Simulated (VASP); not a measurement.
# NaF (Villiaumite) (Fm-3m) in VASP: further runs, part 2 of 2

VASP 6.6.1. The steps go on from the part before.

### Step 4. Single point, r2SCAN

INCAR

```
PREC     = Accurate       # precision mode
ENCUT    = 450            # plane-wave cutoff, eV
EDIFF    = 1E-6           # SCF threshold, eV
ISMEAR   = 0              # smearing method
SIGMA    = 0.05           # smearing width, eV
LREAL    = F              # projectors in reciprocal space
LASPH    = T              # aspherical terms in the spheres
NELM     = 100            # most SCF steps
ALGO     = Normal         # electronic algorithm
ISIF     = 2              # what is computed and relaxed
LWAVE    = F              # write WAVECAR
LCHARG   = F              # write CHGCAR
METAGGA  = R2SCAN         # meta-GGA
LMIXTAU  = T            
ADDGRID  = F
```

KPOINTS

```
Automatic mesh
0
Gamma
  12 12 12
```

POSCAR

```
NaF
1.0
    0.0000000000      2.3200000000      2.3200000000
    2.3200000000      0.0000000000      2.3200000000
    2.3200000000      2.3200000000      0.0000000000
Na F
1 1
Direct
    0.0000000000      0.0000000000      0.0000000000
    0.5000000000      0.5000000000      0.5000000000
```

Potentials or basis: VASP PAW PBE potentials, release 64 (Na_pv, F).

Launch:

```bash
> cat potpaw_PBE.64/Na_pv/POTCAR potpaw_PBE.64/F/POTCAR > POTCAR
> mpirun -np 1 vasp_std > vasp.out
```

OUTCAR:

```text
PREC = Accurate
   ENCUT = 450
   EDIFF = 1E-6
   ISMEAR = 0
   LREAL = F
   LASPH = T
   NELM = 100
   ISIF = 2
   METAGGA = R2SCAN

 Found     72 irreducible k-points:

 Following reciprocal coordinates:
            Coordinates               Weight
  0.000000  0.000000  0.000000      1.000000
  0.083333  0.000000  0.000000      8.000000
  0.166667  0.000000  0.000000      8.000000
  0.250000  0.000000  0.000000      8.000000
[... 159 lines left out ...]

 [... further k-points ...]

------------------------ aborting loop because EDIFF is reached ----------------------------------------

  FORCE on cell =-STRESS in cart. coord.  units (eV):
  Direction    XX          YY          ZZ          XY          YZ          ZX
  --------------------------------------------------------------------------------------
  -------------------------------------------------------------------------------------
  Total       -0.5875460     -0.5875460     -0.5875460      0.0000000      0.0000000      0.0000000
  in kB      -37.6928093    -37.6928093    -37.6928093      0.0000000      0.0000000      0.0000000
  external PRESSURE =     -37.6928093 kB  Pullay stress =       0.0000000 kB

 VOLUME and BASIS-vectors are now :
 -----------------------------------------------------------------------------
  energy-cutoff  :      450.00
  volume of cell :       24.97
      direct lattice vectors                 reciprocal lattice vectors
     0.000000000  2.320000000  2.320000000    -0.215517241  0.215517241  0.215517241
     2.320000000  0.000000000  2.320000000     0.215517241 -0.215517241  0.215517241
     2.320000000  2.320000000  0.000000000     0.215517241  0.215517241 -0.215517241

 POSITION                                       TOTAL-FORCE (eV/Angst)
 -----------------------------------------------------------------------------------
      0.00000      0.00000      0.00000         0.000000      0.000000      0.000000
      2.32000      2.32000      2.32000        -0.000000     -0.000000     -0.000000
 -----------------------------------------------------------------------------------
    total drift:                                0.000000     -0.000000      0.000000

  FREE ENERGIE OF THE ION-ELECTRON SYSTEM (eV)
  ---------------------------------------------------
  free  energy   TOTEN  =       -12.6036413950 eV

  energy  without entropy=      -12.6036413950  energy(sigma->0) =      -12.60364139
```

stdout:

```text
POSCAR found type information on POSCAR NaF
 POSCAR found :  2 types and       2 ions
 scaLAPACK will be used
 -----------------------------------------------------------------------------
|                                                                             |
|                                                                             |
|     You enforced a specific xc type in the INCAR file but a different       |
|     I HOPE YOU KNOW WHAT YOU ARE DOING!                                     |
|                                                                             |
 -----------------------------------------------------------------------------

 LDA part: xc-table for (None), standard interpolation
 POSCAR, INCAR and KPOINTS ok, starting setup
 FFT: planning ... GRIDC
 FFT: planning ... GRID_SOFT
 FFT: planning ... GRID
 WAVECAR not read
 entering main loop
```

Wall time 49 s (1 thread of Intel Xeon Platinum 8488C (Sapphire Rapids), shared host); peak memory 0.14 GiB.

The run converged, but some of its settings lie outside the range that counts as converged, so its numbers aren't taken as properties of the crystal.

Results:

* Free energy: -12.6036 eV
* Band gap on the k mesh: 7.15 eV, direct

Caveat: the cutoff is under 1.25 times the usual one of these potentials, so pressure, stress and relaxed cells hold a basis-set (Pulay) error; the PAW data sets were made with another functional, which shifts forces and pressure a little.

### Step 5. Single point, r2SCAN

INCAR is that of step 4.

KPOINTS is that of step 4.

POSCAR

```
NaF
1.0
    0.0000000000      2.3200000000      2.3200000000
    2.3200000000      0.0000000000      2.3200000000
    2.3200000000      2.3200000000      0.0000000000
Na F
1 1
Direct
    0.0258840000     -0.0367460000      0.0017760000
    0.4822430000      0.5377660000      0.4799550000
```

Launch:

```bash
> cat potpaw_PBE.64/Na_pv/POTCAR potpaw_PBE.64/F/POTCAR > POTCAR
> mpirun -np 1 vasp_std > vasp.out
```

It took 7.6 min on 1 thread of Intel Xeon Platinum 8488C (Sapphire Rapids), shared host; peak memory 0.29 GiB.

The run converged, but some of its settings lie outside the range that counts as converged, so its numbers aren't taken as properties of the crystal.

Results:

| Item | Value |
| --- | --- |
| Free energy | -12.5547 eV |
| Largest force | 0.499 eV/Å |
| Band gap on the k mesh | 7.14 eV, direct |

Caveat: the cutoff is under 1.25 times the usual one of these potentials, so pressure, stress and relaxed cells hold a basis-set (Pulay) error; the PAW data sets were made with another functional, which shifts forces and pressure a little.

### Step 6. Single point, r2SCAN

INCAR, as its differences from that of step 5:

```diff
@@ -1,3 +1,3 @@
 PREC     = Accurate       # precision mode
-ENCUT    = 450            # plane-wave cutoff, eV
+ENCUT    = 700            # plane-wave cutoff, eV
 EDIFF    = 1E-6           # SCF threshold, eV
```

KPOINTS

```
Automatic mesh
0
Gamma
  10 10 10
```

POSCAR

```
NaF
1.0
    0.0000000000      2.3200000000      2.3200000000
    2.3200000000      0.0000000000      2.3200000000
    2.3200000000      2.3200000000      0.0000000000
Na F
1 1
Direct
    0.0000000000      0.0000000000      0.0000000000
    0.5000000000      0.5000000000      0.5000000000
```

Potentials or basis: VASP PAW PBE potentials, release 64 (Na_pv, F).

Launch:

```bash
> cat potpaw_PBE.64/Na_pv/POTCAR potpaw_PBE.64/F/POTCAR > POTCAR
> mpirun -np 1 vasp_std > vasp.out
```

OUTCAR:

```text
PREC = Accurate
   ENCUT = 700
   EDIFF = 1E-6
   ISMEAR = 0
   LREAL = F
   LASPH = T
   NELM = 100
   ISIF = 2
   METAGGA = R2SCAN

 Found     47 irreducible k-points:

 Following reciprocal coordinates:
            Coordinates               Weight
  0.000000  0.000000  0.000000      1.000000
  0.100000  0.000000  0.000000      8.000000
  0.200000  0.000000  0.000000      8.000000
  0.300000  0.000000  0.000000      8.000000
  0.400000  0.000000  0.000000      8.000000
  0.500000  0.000000  0.000000      4.000000
   k-points           NKPTS =     47   k-points in BZ     NKDIM =     47   number of bands    NBANDS=     11
   number of dos      NEDOS =    301   number of ions     NIONS =      2
   total plane-waves  NPLWV =  21952
   dimension x,y,z NGX =    28 NGY =   28 NGZ =   28
   dimension x,y,z NGXF=    56 NGYF=   56 NGZF=   56
   ions per type =               1   1
   NGX,Y,Z   is equivalent  to a cutoff of  14.19, 14.19, 14.19 a.u.
   NGXF,Y,Z  is equivalent  to a cutoff of  28.38, 28.38, 28.38 a.u.
 SYSTEM =  unknown system
   PREC   = accura    normal or accurate (medium, high low for compatibility)
   ISTART =      0    job   : 0-new  1-cont  2-samecut
   ICHARG =      2    charge: 1-file 2-atom 10-const
   ISPIN  =      1    spin polarized calculation?
   LNONCOLLINEAR =      F non collinear calculations
   LSORBIT =      F    spin-orbit coupling
   LASPH  =      T    aspherical Exc in radial PAW
   ENCUT  =  700.0 eV  51.45 Ry    7.17 a.u.   7.08  7.08  7.08*2*pi/ulx,y,z
   NELM   =    100;   NELMIN=  2; NELMDL= -5     # of ELM steps
   EDIFF  = 0.1E-05   stopping-criterion for ELM
   LREAL  =      F    real-space projection
   EDIFFG = 0.1E-04   stopping-criterion for IOM
   NSW    =      0    number of steps for IOM
   IBRION =     -1    ionic relax: 0-MD 1-quasi-New 2-CG
   NFREE  =      0    steps in history (QN), initial steepest desc. (CG)
   ISIF   =      2    stress and relaxation
   ISYM   =      2    0-nonsym 1-usesym 2-fastsym
   POTIM  = 0.5000    time-step for ionic-motion
   TEBEG  =    0.0;   TEEND  =   0.0 temperature during run
   PSTRESS=    0.0 pullay stress
   NELECT =      14.0000    total number of electrons
   NUPDOWN=      -1.0000    fix difference up-down
   EMIN   =  10.00;   EMAX   =-10.00  energy-range for DOS
   EFERMI =   0.00;   METHOD = LEGACY
[... 16 lines left out ...]
 non-spin polarized calculation
 Gauss-broadening in eV      SIGMA  =   0.05
  energy-cutoff  :      700.00
  volume of cell :       24.97
 maximum number of plane-waves:      1073
   NGX = 15   NGY = 15   NGZ = 15

 number of electron      14.0000006 magnetization

 Free energy of the ion-electron system (eV)
  ---------------------------------------------------
  ext. energy  EPLUGINS =         0.00000000
  ---------------------------------------------------
  free energy    TOTEN  =       -12.60420478 eV

  energy without entropy =      -12.60420478  energy(sigma->0) =      -12.60420478

 E-fermi :  -2.5271     XC(G=0):  -9.7513

 val. band max:       -2.7472456594   @ k =   0.0000   0.0000   0.0000
 cond. band min:       4.4070624335   @ k =   0.0000   0.0000   0.0000
 fundamental gap:      7.1543080929
 Fermi energy:        -2.5271015483

 k-point     1 :       0.0000    0.0000    0.0000
  band No.  band energies     occupation
      1     -23.0352      2.00000
      2     -22.2553      2.00000
      3     -22.2550      2.00000
      4     -22.2550      2.00000
      5      -2.7473      2.00000
      6      -2.7472      2.00000
      7      -2.7472      2.00000
      8       4.4071      0.00000
      9      17.0128      0.00000
     10      17.0128      0.00000
     11      17.0128      0.00000
[... 57 lines left out ...]
 k-point     6 :       0.5000    0.0000    0.0000
  band No.  band energies     occupation
      1     -23.4197      2.00000
      2     -22.2661      2.00000
      3     -22.2658      2.00000
      4     -21.7387      2.00000
      5      -4.2884      2.00000
      6      -3.0088      2.00000
      7      -3.0088      2.00000
      8       8.8589      0.00000
      9      10.6341      0.00000
     10      18.6245      0.00000
     11      18.6255      0.00000

 [... further k-points ...]

------------------------ aborting loop because EDIFF is reached ----------------------------------------

  FORCE on cell =-STRESS in cart. coord.  units (eV):
  Direction    XX          YY          ZZ          XY          YZ          ZX
  --------------------------------------------------------------------------------------
  -------------------------------------------------------------------------------------
  Total       -0.3518952     -0.3518952     -0.3518952      0.0000000     -0.0000000      0.0000000
  in kB      -22.5751170    -22.5751170    -22.5751170      0.0000000     -0.0000000      0.0000000
  external PRESSURE =     -22.5751170 kB  Pullay stress =       0.0000000 kB

 VOLUME and BASIS-vectors are now :
 -----------------------------------------------------------------------------
  energy-cutoff  :      700.00
  volume of cell :       24.97
      direct lattice vectors                 reciprocal lattice vectors
     0.000000000  2.320000000  2.320000000    -0.215517241  0.215517241  0.215517241
     2.320000000  0.000000000  2.320000000     0.215517241 -0.215517241  0.215517241
     2.320000000  2.320000000  0.000000000     0.215517241  0.215517241 -0.215517241

 POSITION                                       TOTAL-FORCE (eV/Angst)
 -----------------------------------------------------------------------------------
      0.00000      0.00000      0.00000         0.000000      0.000000      0.000000
      2.32000      2.32000      2.32000        -0.000000      0.000000     -0.000000
 -----------------------------------------------------------------------------------
    total drift:                                0.000000      0.000000      0.000000

  FREE ENERGIE OF THE ION-ELECTRON SYSTEM (eV)
  ---------------------------------------------------
  free  energy   TOTEN  =       -12.6042047819 eV

  energy  without entropy=      -12.6042047819  energy(sigma->0) =      -12.60420478
```

Wall time 80 s (1 thread of Intel Xeon Platinum 8488C (Sapphire Rapids), shared host); peak memory 0.16 GiB.

These settings aren't checked as converged: the numbers below hold their error.

What came out:

```yaml
Free_energy: -12.6042 eV
Pressure: -2.3 GPa
Band_gap_on_the_k_mesh: 7.15 eV, direct
```

Caveat: the PAW data sets were made with another functional, which shifts forces and pressure a little.
